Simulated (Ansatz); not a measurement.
The following input was run with Ansatz 0.2.0.

```yaml
crystal:
  lattice:
    - [4.0031396416, 0.0, 0.0]
    - [-2.0015698208, 5.9693585545, 0.0]
    - [0.0, 0.0, 25.2415815568]
  atoms:
    - { symbol: Al, position: [0.5604928448, 0.1209856896, 0.2971287668] }
    - { symbol: Ni, position: [0.9358044033, 0.8716088066, 0.3112934909] }
    - { symbol: Al, position: [0.3313534677, 0.6627069355, 0.3322869622] }
    - { symbol: Ni, position: [0.7269025321, 0.4538050643, 0.3532804334] }
    - { symbol: Al, position: [0.1022140907, 0.2044281813, 0.3674451575] }
    - { symbol: Al, position: [0.8918463125, 0.7836926251, 0.4089374587] }
    - { symbol: Ni, position: [0.267157871, 0.5343157421, 0.4231021828] }
    - { symbol: Al, position: [0.6627069355, 0.3254138709, 0.4440956541] }
    - { symbol: Ni, position: [0.0582559999, 0.1165119998, 0.4650891253] }
    - { symbol: Al, position: [0.4335675584, 0.8671351168, 0.4792538494] }
    - { symbol: Al, position: [0.2231997803, 0.4463995605, 0.5207461506] }
    - { symbol: Ni, position: [0.5985113388, 0.1970226776, 0.5349108747] }
    - { symbol: Al, position: [0.9940604032, 0.9881208064, 0.5559043459] }
    - { symbol: Ni, position: [0.3896094676, 0.7792189352, 0.5768978172] }
    - { symbol: Al, position: [0.7649210261, 0.5298420522, 0.5910625413] }
    - { symbol: Al, position: [0.554553248, 0.109106496, 0.6325548425] }
    - { symbol: Ni, position: [0.9298648065, 0.859729613, 0.6467195666] }
    - { symbol: Al, position: [0.3254138709, 0.6508277419, 0.6677130378] }
    - { symbol: Ni, position: [0.7209629353, 0.4419258707, 0.6887065091] }
    - { symbol: Al, position: [0.0962744939, 0.1925489877, 0.7028712332] }
basis:
  ecutwfc: 420
kpoints:
  mp_grid: { grid: [9, 6, 1] }
hamiltonian:
  xc: pbesol
scf:
  occupations: { method: gaussian, width: 0.1 }
output:
  forces: true
  eigenvalues: true
  write_density: true
  write_potential: true
  elf: true
  volumetric_format: npy
relax:
  adjacent_minimum: "off"
  f_tol: 0.02
  max_steps: 60
efield:
  axis: 3
  dipole_correction: true
  ramp_width: 0.04
```

Run as
```bash
ansatz run input.yaml --threads 2 --pin off --max-ram 5120MiB --backend cpu --events-out ev --progress --plain --runs-dir out
```

Theory: DFT PBEsol, scalar-relativistic, plane waves, PAW (Ansatz).

Part of what the program printed, abridged:

```
Warning: crystal.symmetry: narrowed to the stabiliser of the k-point mesh — unitary ops 2 → 1; excluded 1 operation that carries a point of the 9×6×1 mesh (shift [0, 0, 0]) off the mesh (the run samples exactly the mesh kpoints.mp_grid names, as under crystal.symmetry.detect: false, and its converged state has the mesh's symmetry, not the crystal's; ε∞, the Born charges and the force constants of a linear response (`dielectric:` by the response, `phonons.method: dfpt`) are averaged over those of the crystal's operations that the state keeps within a tolerance, where `mesh_tensors`, `unaveraged_element` or `gamma_mean_max_change_ev_ang2` stands beside them; a row that `dielectric.field_direct ...
Pseudopotentials: kind: paw
Pseudopotential: Al, paw, valence charge 3, recommended cutoff 420 eV (normal)
Pseudopotential: Ni, paw, valence charge 18, recommended cutoff 420 eV (normal)
Functional definition: PBEsol
Crystal: 20 atoms, lattice volume = 603.177 Å³
Basis set: ecut = 420 eV, 11833 PW (Γ), exchange–correlation on 54×90×360 points (8 copies of the dense FFT grid, shifted against one another)
Bands: 110, of which v1, the nominal top of the filled ones, is band 90 counted from 1 (89 counted from 0)
Symmetry: 1 space group operations
k-points: 28 of 54 (time reversal used)
Initial density: superposition of atomic densities (neutral atoms: chi_scale 0, normalization atom), corrected by the library's trained network
Initial wavefunctions: pseudopotential atomic-orbital guess
Functional: x = pbesol(κ = 0.804, μ = 0.12345679), c = pbesol(β = 0.046)
SCF iter   1: F=—  HF=-52740.993479 eV  |F-HF|=—  |Δ(HF+E_count)|=         —  Δρ=1.31e-2  dr2=7.37e-1  ethr=1.77e-3  p=0.000 e·Å  D=2.42e-12 V/Å  ΔV_dip= 0.00 eV  dr2_dipole=2.14e-9  V_vac-E_F(+/−)=4.32/4.32 eV  ⟨swp⟩=10.1  Hψ=15507  notcnv=0  defer=58
efield: sawtooth ramp at fractional position 0.9800 (placed from the atoms, in the widest stretch of the axis that holds none; the zero of the levels goes with the place), width 0.0400; the density the first Hamiltonian is built on has a dipole p = 0.000 e·Å; the dipole correction subtracts the counter field D = 2.42e-12 V/Å, which shifts the + side's vacuum level by  0.00 eV against the − side's; the planar-averaged density in the ramp window peaks in size at 2.6e-5 e/Å³
SCF iter   2: F=—  HF=-52741.225704 eV  |F-HF|=—  |Δ(HF+E_count)|=   2.32e-1  Δρ=2.63e-2  dr2=2.57e0  ethr=4.09e-4  p= 0.000 e·Å  D=-1.42e-5 V/Å  ΔV_dip=0.00 eV  dr2_dipole=2.43e-7  V_vac-E_F(+/−)=4.45/4.45 eV  ⟨swp⟩=2.0  Hψ=5715  notcnv=0  defer=362  recentre
SCF iter   3: F=—  HF=-52740.926743 eV  |F-HF|=—  |Δ(HF+E_count)|=   2.99e-1  Δρ=3.30e-3  dr2=4.30e-2  ethr=4.09e-4  p= 0.000 e·Å  D=-1.27e-6 V/Å  ΔV_dip=0.00 eV  dr2_dipole=1.06e-8  V_vac-E_F(+/−)=4.37/4.37 eV  ⟨swp⟩=2.5  Hψ=4847  notcnv=0  defer=362
SCF iter   4: F=—  HF=-52740.922924 eV  |F-HF|=—  |Δ(HF+E_count)|=   3.82e-3  Δρ=8.84e-4  dr2=3.51e-3  ethr=2.39e-5  p= 0.000 e·Å  D=-4.26e-6 V/Å  ΔV_dip=0.00 eV  dr2_dipole=8.70e-10  V_vac-E_F(+/−)=4.38/4.38 eV  ⟨swp⟩=2.0  Hψ=4972  notcnv=0  defer=362
SCF iter   5: F=—  HF=-52740.923000 eV  |F-HF|=—  |Δ(HF+E_count)|=   7.60e-5  Δρ=2.72e-4  dr2=3.25e-4  ethr=1.95e-6  p= 0.000 e·Å  D=-9.11e-7 V/Å  ΔV_dip=0.00 eV  dr2_dipole=8.40e-9  V_vac-E_F(+/−)=4.39/4.39 eV  ⟨swp⟩=2.1  Hψ=4161  notcnv=0  defer=362
SCF iter   6: F=—  HF=-52740.923220 eV  |F-HF|=—  |Δ(HF+E_count)|=   2.20e-4  Δρ=1.75e-4  dr2=1.71e-4  ethr=1.80e-7  p= 0.000 e·Å  D=-5.15e-7 V/Å  ΔV_dip=0.00 eV  dr2_dipole=1.07e-9  V_vac-E_F(+/−)=4.39/4.39 eV  ⟨swp⟩=2.0  Hψ=4018  notcnv=0  defer=362
SCF iter   7: F=—  HF=-52740.923229 eV  |F-HF|=—  |Δ(HF+E_count)|=   8.24e-6  Δρ=5.36e-5  dr2=1.66e-5  ethr=9.52e-8  p=0.000 e·Å  D=1.82e-7 V/Å  ΔV_dip= 0.00 eV  dr2_dipole=1.91e-9  V_vac-E_F(+/−)=4.39/4.39 eV  ⟨swp⟩=2.0  Hψ=3436  notcnv=0  defer=362
SCF iter   8: F=-52740.923230 eV  HF=-52740.923229 eV  |F-HF|=1.06e-6  |Δ(HF+E_count)|=   2.24e-7  Δρ=2.37e-5  dr2=2.39e-6  ethr=5.56e-9  p= 0.000 e·Å  D=-2.26e-7 V/Å  ΔV_dip=0.00 eV  dr2_dipole=9.10e-10  V_vac-E_F(+/−)=4.39/4.39 eV  ⟨swp⟩=26.7  Hψ=35714  notcnv=0
SCF 1 converged in 8 iterations: F = -52740.923230 eV  dr2 = 2.39e-6
relax step   1: F+E_penalty+E_count = -52740.92322981 eV  Δ(F+E_penalty+E_count) = +0.000e0 eV  max|allowed force component| = 5.521e-1 eV/Å  Δτ_max = 0.0000 Å  (8 SCF iters, dr2 threshold 1.00e-5 eV, accepted)
Initial density: handed on by an earlier stage of this run
Initial wavefunctions: those handed on with the density
SCF iter   1: F=—  HF=-52741.155524 eV  |F-HF|=—  |Δ(HF+E_count)|=         —  Δρ=3.24e-3  dr2=1.05e-1  ethr=5.62e-5  p= 0.000 e·Å  D=-2.26e-7 V/Å  ΔV_dip=0.00 eV  dr2_dipole=2.17e-9  V_vac-E_F(+/−)=4.42/4.42 eV  ⟨swp⟩=2.0  Hψ=11675  notcnv=0  defer=371
efield: sawtooth ramp at fractional position 0.9800 (handed on by an earlier solve), width 0.0400; the density the first Hamiltonian is built on has a dipole p =  0.000 e·Å; the dipole correction subtracts the counter field D = -2.26e-7 V/Å, which shifts the + side's vacuum level by +0.00 eV against the − side's; the planar-averaged density in the ramp window peaks in size at 4.3e-6 e/Å³
SCF iter   2: F=—  HF=-52741.154508 eV  |F-HF|=—  |Δ(HF+E_count)|=   1.02e-3  Δρ=4.28e-3  dr2=1.20e-1  ethr=5.62e-5  p= 0.000 e·Å  D=-8.46e-6 V/Å  ΔV_dip=0.00 eV  dr2_dipole=2.82e-10  V_vac-E_F(+/−)=4.35/4.35 eV  ⟨swp⟩=2.0  Hψ=4689  notcnv=0  defer=371
SCF iter   3: F=—  HF=-52741.136551 eV  |F-HF|=—  |Δ(HF+E_count)|=   1.80e-2  Δρ=2.34e-3  dr2=2.25e-2  ethr=5.62e-5  p=0.000 e·Å  D=1.37e-6 V/Å  ΔV_dip= 0.00 eV  dr2_dipole=4.79e-9  V_vac-E_F(+/−)=4.40/4.40 eV  ⟨swp⟩=2.0  Hψ=4417  notcnv=0  defer=371
SCF iter   4: F=—  HF=-52741.134711 eV  |F-HF|=—  |Δ(HF+E_count)|=   1.84e-3  Δρ=2.04e-4  dr2=3.73e-4  ethr=1.25e-5  p=0.000 e·Å  D=1.53e-6 V/Å  ΔV_dip= 0.00 eV  dr2_dipole=1.14e-9  V_vac-E_F(+/−)=4.42/4.42 eV  ⟨swp⟩=2.0  Hψ=3603  notcnv=0  defer=371
SCF iter   5: F=—  HF=-52741.134822 eV  |F-HF|=—  |Δ(HF+E_count)|=   1.11e-4  Δρ=1.18e-4  dr2=6.70e-5  ethr=2.07e-7  p=0.000 e·Å  D=6.04e-7 V/Å  ΔV_dip= 0.00 eV  dr2_dipole=1.48e-10  V_vac-E_F(+/−)=4.42/4.42 eV  ⟨swp⟩=2.2  Hψ=4940  notcnv=0  defer=371
SCF iter   6: F=—  HF=-52741.134839 eV  |F-HF|=—  |Δ(HF+E_count)|=   1.72e-5  Δρ=7.99e-5  dr2=2.69e-5  ethr=1.06e-8  p= 0.000 e·Å  D=-5.65e-7 V/Å  ΔV_dip=0.00 eV  dr2_dipole=1.18e-10  V_vac-E_F(+/−)=4.42/4.42 eV  ⟨swp⟩=25.9  Hψ=37404  notcnv=0
SCF iter   7: F=-52741.134837 eV  HF=-52741.134841 eV  |F-HF|=4.13e-6  |Δ(HF+E_count)|=   2.46e-6  Δρ=3.42e-5  dr2=6.36e-6  ethr=1.06e-8  p= 0.000 e·Å  D=-9.77e-8 V/Å  ΔV_dip=0.00 eV  dr2_dipole=1.26e-11  V_vac-E_F(+/−)=4.43/4.43 eV  ⟨swp⟩=16.0  Hψ=31843  notcnv=0
SCF 2 converged in 7 iterations: F = -52741.134837 eV  dr2 = 6.36e-6
   ...
efield: sawtooth ramp at fractional position 0.9800 (handed on by an earlier solve), width 0.0400; the density the first Hamiltonian is built on has a dipole p =  0.000 e·Å; the dipole correction subtracts the counter field D = -6.46e-8 V/Å, which shifts the + side's vacuum level by +0.00 eV against the − side's; the planar-averaged density in the ramp window peaks in size at 8.2e-6 e/Å³
SCF iter   2: F=—  HF=-52741.247833 eV  |F-HF|=—  |Δ(HF+E_count)|=   2.36e-4  Δρ=4.67e-4  dr2=1.75e-3  ethr=2.13e-6  p= 0.000 e·Å  D=-5.07e-8 V/Å  ΔV_dip=0.00 eV  dr2_dipole=2.92e-11  V_vac-E_F(+/−)=4.39/4.39 eV  ⟨swp⟩=2.0  Hψ=5044  notcnv=0  defer=368
SCF iter   3: F=—  HF=-52741.247634 eV  |F-HF|=—  |Δ(HF+E_count)|=   2.00e-4  Δρ=3.34e-4  dr2=4.72e-4  ethr=9.70e-7  p=0.000 e·Å  D=4.19e-7 V/Å  ΔV_dip= 0.00 eV  dr2_dipole=2.08e-12  V_vac-E_F(+/−)=4.40/4.40 eV  ⟨swp⟩=2.0  Hψ=4219  notcnv=0  defer=368
SCF iter   4: F=—  HF=-52741.247586 eV  |F-HF|=—  |Δ(HF+E_count)|=   4.76e-5  Δρ=4.07e-5  dr2=1.48e-5  ethr=2.62e-7  p=0.000 e·Å  D=1.89e-8 V/Å  ΔV_dip= 0.00 eV  dr2_dipole=1.33e-11  V_vac-E_F(+/−)=4.40/4.40 eV  ⟨swp⟩=2.1  Hψ=4066  notcnv=0  defer=368
SCF iter   5: F=—  HF=-52741.247706 eV  |F-HF|=—  |Δ(HF+E_count)|=   1.20e-4  Δρ=2.14e-5  dr2=2.15e-6  ethr=8.23e-9  p=0.000 e·Å  D=3.01e-8 V/Å  ΔV_dip= 0.00 eV  dr2_dipole=2.53e-9  V_vac-E_F(+/−)=4.40/4.40 eV  ⟨swp⟩=2.9  Hψ=5414  notcnv=0  defer=368
SCF iter   6: F=—  HF=-52741.247708 eV  |F-HF|=—  |Δ(HF+E_count)|=   1.52e-6  Δρ=8.10e-6  dr2=2.81e-7  ethr=1.19e-9  p=0.000 e·Å  D=1.60e-7 V/Å  ΔV_dip= 0.00 eV  dr2_dipole=8.74e-10  V_vac-E_F(+/−)=4.40/4.40 eV  ⟨swp⟩=2.0  Hψ=4003  notcnv=0  defer=368
SCF iter   7: F=-52741.247709 eV  HF=-52741.247708 eV  |F-HF|=2.09e-7  |Δ(HF+E_count)|=   8.66e-7  Δρ=4.59e-6  dr2=9.87e-8  ethr=5.56e-11  p=0.000 e·Å  D=8.89e-8 V/Å  ΔV_dip= 0.00 eV  dr2_dipole=4.55e-11  V_vac-E_F(+/−)=4.40/4.40 eV  ⟨swp⟩=18.6  Hψ=26860  notcnv=0
SCF 5 converged in 7 iterations: F = -52741.247709 eV  dr2 = 9.87e-8
relax step   5: F+E_penalty+E_count = -52741.24770864 eV  Δ(F+E_penalty+E_count) = -7.795e-4 eV  max|allowed force component| = 2.110e-2 eV/Å  Δτ_max = 0.0099 Å  (7 SCF iters, accepted)
SCF iter   1: F=—  HF=-52741.247784 eV  |F-HF|=—  |Δ(HF+E_count)|=         —  Δρ=1.72e-4  dr2=3.37e-4  ethr=3.35e-6  p=0.000 e·Å  D=8.89e-8 V/Å  ΔV_dip= 0.00 eV  dr2_dipole=1.92e-9  V_vac-E_F(+/−)=4.40/4.40 eV  ⟨swp⟩=2.0  Hψ=5543  notcnv=0  defer=178
efield: sawtooth ramp at fractional position 0.9800 (handed on by an earlier solve), width 0.0400; the density the first Hamiltonian is built on has a dipole p = 0.000 e·Å; the dipole correction subtracts the counter field D = 8.89e-8 V/Å, which shifts the + side's vacuum level by  0.00 eV against the − side's; the planar-averaged density in the ramp window peaks in size at 8.2e-6 e/Å³
SCF iter   2: F=—  HF=-52741.247743 eV  |F-HF|=—  |Δ(HF+E_count)|=   4.10e-5  Δρ=2.09e-4  dr2=2.93e-4  ethr=1.87e-7  p= 0.000 e·Å  D=-2.04e-7 V/Å  ΔV_dip=0.00 eV  dr2_dipole=9.70e-11  V_vac-E_F(+/−)=4.40/4.40 eV  ⟨swp⟩=3.0  Hψ=6127  notcnv=0  defer=169
SCF iter   3: F=—  HF=-52741.247672 eV  |F-HF|=—  |Δ(HF+E_count)|=   7.12e-5  Δρ=1.21e-4  dr2=5.98e-5  ethr=1.63e-7  p=0.000 e·Å  D=2.30e-7 V/Å  ΔV_dip= 0.00 eV  dr2_dipole=5.77e-13  V_vac-E_F(+/−)=4.40/4.40 eV  ⟨swp⟩=2.0  Hψ=4327  notcnv=0  defer=169
SCF iter   4: F=—  HF=-52741.247801 eV  |F-HF|=—  |Δ(HF+E_count)|=   1.29e-4  Δρ=1.76e-5  dr2=1.65e-6  ethr=3.32e-8  p=0.000 e·Å  D=8.81e-8 V/Å  ΔV_dip= 0.00 eV  dr2_dipole=2.29e-9  V_vac-E_F(+/−)=4.40/4.40 eV  ⟨swp⟩=2.0  Hψ=4097  notcnv=0  defer=169
SCF iter   5: F=—  HF=-52741.247801 eV  |F-HF|=—  |Δ(HF+E_count)|=   2.03e-7  Δρ=1.06e-5  dr2=5.32e-7  ethr=9.18e-10  p=0.000 e·Å  D=2.78e-7 V/Å  ΔV_dip= 0.00 eV  dr2_dipole=2.38e-10  V_vac-E_F(+/−)=4.40/4.40 eV  ⟨swp⟩=2.9  Hψ=5472  notcnv=0  defer=169
SCF iter   6: F=-52741.247802 eV  HF=-52741.247801 eV  |F-HF|=1.05e-7  |Δ(HF+E_count)|=   2.42e-8  Δρ=2.15e-6  dr2=2.28e-8  ethr=5.56e-11  p=0.000 e·Å  D=1.20e-7 V/Å  ΔV_dip= 0.00 eV  dr2_dipole=3.37e-11  V_vac-E_F(+/−)=4.40/4.40 eV  ⟨swp⟩=15.0  Hψ=27656  notcnv=0
SCF 6 converged in 6 iterations: F = -52741.247802 eV  dr2 = 2.28e-8
relax step   6: F+E_penalty+E_count = -52741.24780155 eV  Δ(F+E_penalty+E_count) = -9.291e-5 eV  max|allowed force component| = 4.514e-3 eV/Å  Δτ_max = 0.0041 Å  (6 SCF iters, accepted)
WARN: The output density's exchange-correlation potential varies sharply where the density is thin. Do not read a vacuum level from v_tot or v_xc, or from such a field of the output density. On a cell that repeats whose density bears no net charge and no dipole along the vacuum's axis use v_es (v_loc + v_h of the components); under efield.dipole_correction with no amplitude use v_es + v_field, which holds any external_charges[].barrier, or the levels of the report's work_function block, which leave it out; under a non-zero efield.amplitude the vacuum is tilted and has no level; on a cell that repeats and bears such a dipole with no correction it is tilted too, and efield.dipole_correction wi ...
SCF converged after 6 iterations
Free energy (F): -52741.247802 eV
Harris-Foulkes:  -52741.247801 eV  (|F-HF|=1.05e-7)
Internal energy: -52741.215099 eV  (E = F + TS)
E sigma→0 (E₀):  -52741.231450 eV
Entropy (-TS):   -0.032702 eV (-1.635 meV/atom)
Fermi energy:    2.650369 eV
Dipole field:    D = 0.000005 V/Å  (p = 0.000015 e·Å, saw-weighted, corrected)
Work function:   Φ+ = 4.4004 eV   Φ− = 4.4006 eV
Levels:          The Fermi level and band energies are counted from a zero that moves with the ramp; work functions are not
--- Per-component energies (eV) ---
  E_band       = -4568.118614
  E_kinetic    = 2570.076850
  E_local      = -204524.984975  (includes V_loc(G=0)·N_el)
  E_nonlocal   = 5215.869964
  E_hartree    = 98828.498060
  E_xc         = -1155.849534
  E_vxc        = -1233.831621  (∫ρ·V_xc dr)
  E_paw        = -18227.380471  (= ΣΔE_a)
  E_vpaw       = -4252.289594  (= ΣTr[D̂ρ^β])
  E_aug_tail   = 0.004019  (compensation charges beyond the density's cutoff)
  E_efield     = 0.000000  (sawtooth field / dipole correction)
  E_vefield    = 0.000000  (∫n·V_field dr)
  E_ewald      = 64550.743008
  E_core_change = 1.807979  (= ΣΔE_core)
  E_smearing   = -0.032702  (= −TS)
--- Forces (eV/Å), atoms counted from 1 ---
  atom   1  Al    -0.00018359     0.00176789    -0.00022171
  atom   2  Ni     0.00004494    -0.00301563    -0.00020975
  atom   3  Al     0.00014150    -0.00045901    -0.00179660
  atom   4  Ni     0.00054077    -0.00162280    -0.00108682
  atom   5  Al    -0.00039768     0.00200635     0.00094198
  atom   6  Al     0.00038187    -0.00036002     0.00093165
  atom   7  Ni    -0.00041615    -0.00179789     0.00451115
  atom   8  Al    -0.00012096     0.00015393     0.00055724
  atom   9  Ni    -0.00023079     0.00060707    -0.00180748
  atom  10  Al     0.00024209     0.00006407    -0.00000303
  atom  11  Al    -0.00024229    -0.00006262     0.00000496
  atom  12  Ni     0.00023074    -0.00060918     0.00180813
  atom  13  Al     0.00012092    -0.00015506    -0.00055774
  atom  14  Ni     0.00041646     0.00179762    -0.00451387
  atom  15  Al    -0.00038187     0.00036011    -0.00093206
  atom  16  Al     0.00039838    -0.00200382    -0.00094037
  atom  17  Ni    -0.00054289     0.00162170     0.00108963
  atom  18  Al    -0.00014119     0.00045902     0.00179446
  atom  19  Ni    -0.00004579     0.00301546     0.00020853
  atom  20  Al     0.00018398    -0.00176733     0.00022207
--- Band table (eV; the first three rows and the last of 28) ---
  k-point 0: bands = ["-100.4487", "-100.4448", "-100.3847", "-100.3847", "-100.3238", "-100.3238", "-100.0144", "-100.0144", "-61.0252", "-61.0156", "-60.9977", "-60.9923", "-60.9863", "-60.9715", "-60.9677", "-60.9676", "-60.9538", "-60.9538", "-60.9320", "-60.9320", "-60.8866", "-60.8866", "-60.8702", "-60.8702", "-60.8100", "-60.8100", "-60.6567", "-60.6567", "-60.5878", "-60.5878", "-60.4670", "-60.4670", "-7.6921", "-6.9405", "-5.7836", "-4.3986", "-3.6922", "-3.6561", "-3.2302", "-3.1437", "-2.3279", "-2.2355", "-2.0445", "-1.5968", "-1.5269", "-1.1898", "-0.8820", "-0.7971", "-0.7605", "-0.6551", "-0.5380", "-0.4160", "-0.3431", "-0.3287", "-0.2391", "-0.2107", "-0.0165", "0.0693", " ...
  k-point 1: bands = ["-100.4487", "-100.4448", "-100.3847", "-100.3847", "-100.3238", "-100.3238", "-100.0144", "-100.0144", "-61.0252", "-61.0156", "-60.9977", "-60.9922", "-60.9863", "-60.9715", "-60.9677", "-60.9676", "-60.9538", "-60.9538", "-60.9320", "-60.9320", "-60.8866", "-60.8866", "-60.8702", "-60.8702", "-60.8100", "-60.8100", "-60.6567", "-60.6567", "-60.5878", "-60.5878", "-60.4670", "-60.4670", "-7.5796", "-6.8321", "-5.6874", "-4.8435", "-4.2544", "-4.1378", "-3.1638", "-2.5894", "-2.3644", "-2.0467", "-1.9140", "-1.5430", "-1.3453", "-1.1227", "-0.8974", "-0.7904", "-0.7427", "-0.6482", "-0.4600", "-0.3779", "-0.3524", "-0.3055", "-0.2325", "-0.2147", "-0.0427", "0.0235", " ...
  k-point 2: bands = ["-100.4487", "-100.4448", "-100.3847", "-100.3847", "-100.3238", "-100.3238", "-100.0144", "-100.0144", "-61.0252", "-61.0156", "-60.9977", "-60.9922", "-60.9863", "-60.9715", "-60.9677", "-60.9676", "-60.9538", "-60.9538", "-60.9320", "-60.9320", "-60.8866", "-60.8866", "-60.8702", "-60.8702", "-60.8100", "-60.8100", "-60.6567", "-60.6567", "-60.5878", "-60.5878", "-60.4670", "-60.4670", "-7.2504", "-6.5356", "-5.8037", "-5.3090", "-5.1191", "-4.1166", "-3.7698", "-2.7591", "-2.2251", "-1.8379", "-1.3255", "-1.3077", "-1.0356", "-0.9625", "-0.9196", "-0.7557", "-0.6389", "-0.6162", "-0.4791", "-0.3832", "-0.3227", "-0.2225", "-0.2116", "-0.1912", "-0.1008", "-0.0101",  ...
  k-point 27: bands = ["-100.4471", "-100.4464", "-100.3847", "-100.3847", "-100.3238", "-100.3238", "-100.0144", "-100.0144", "-61.0230", "-61.0215", "-60.9962", "-60.9950", "-60.9779", "-60.9755", "-60.9682", "-60.9681", "-60.9544", "-60.9544", "-60.9308", "-60.9308", "-60.8888", "-60.8888", "-60.8687", "-60.8687", "-60.8096", "-60.8096", "-60.6569", "-60.6569", "-60.5877", "-60.5877", "-60.4670", "-60.4670", "-5.8824", "-5.1651", "-4.2516", "-4.0542", "-3.8281", "-3.4273", "-3.1395", "-2.8514", "-2.7048", "-2.4079", "-2.3650", "-2.1955", "-2.0132", "-1.7260", "-1.3197", "-1.0809", "-1.0328", "-0.8719", "-0.7434", "-0.5347", "-0.2815", "-0.2578", "-0.1891", "-0.0779", "-0.0048", "0.0824",  ...
--- Relaxed structure (6 steps of the walk, 6 accepted, 0 SCFs on fresh bases) ---
  F+E_penalty+E_count = -52741.24780155 eV   max|allowed force component| = 4.514e-3 eV/Å
  atoms:
    - { symbol: Al, position: [0.54482623, 0.09015696, 0.30685189] }
    - { symbol: Ni, position: [0.93092724, 0.86272233, 0.31687168] }
    - { symbol: Al, position: [0.31954008, 0.63989700, 0.32579486] }
    - { symbol: Ni, position: [0.72455891, 0.44959233, 0.35308824] }
    - { symbol: Al, position: [0.10265425, 0.20578466, 0.36824009] }
    - { symbol: Al, position: [0.88942973, 0.77955719, 0.40948888] }
    - { symbol: Ni, position: [0.26739734, 0.53512267, 0.42288913] }
    - { symbol: Al, position: [0.66142946, 0.32315832, 0.44301324] }
    - { symbol: Ni, position: [0.05677513, 0.11366031, 0.46588764] }
    - { symbol: Al, position: [0.43291804, 0.86597495, 0.47981162] }
    - { symbol: Al, position: [0.22384923, 0.44755967, 0.52018836] }
    - { symbol: Ni, position: [0.59999216, 0.19987439, 0.53411234] }
    - { symbol: Al, position: [0.99533779, 0.99037634, 0.55698674] }
    - { symbol: Ni, position: [0.38936991, 0.77841194, 0.57711088] }
    - { symbol: Al, position: [0.76733755, 0.53397744, 0.59051111] }
    - { symbol: Al, position: [0.55411309, 0.10775000, 0.63175988] }
    - { symbol: Ni, position: [0.93220849, 0.86394237, 0.64691174] }
    - { symbol: Al, position: [0.33722742, 0.67363778, 0.67420518] }
    - { symbol: Ni, position: [0.72584016, 0.45081235, 0.68312832] }
    - { symbol: Al, position: [0.11194110, 0.22337766, 0.69314810] }
```

The relaxation met its thresholds.

It took 7.2 min on 2 threads of Intel(R) Xeon(R) 6975P-C (Granite Rapids), with other jobs on the host, peak memory 1.9 GiB.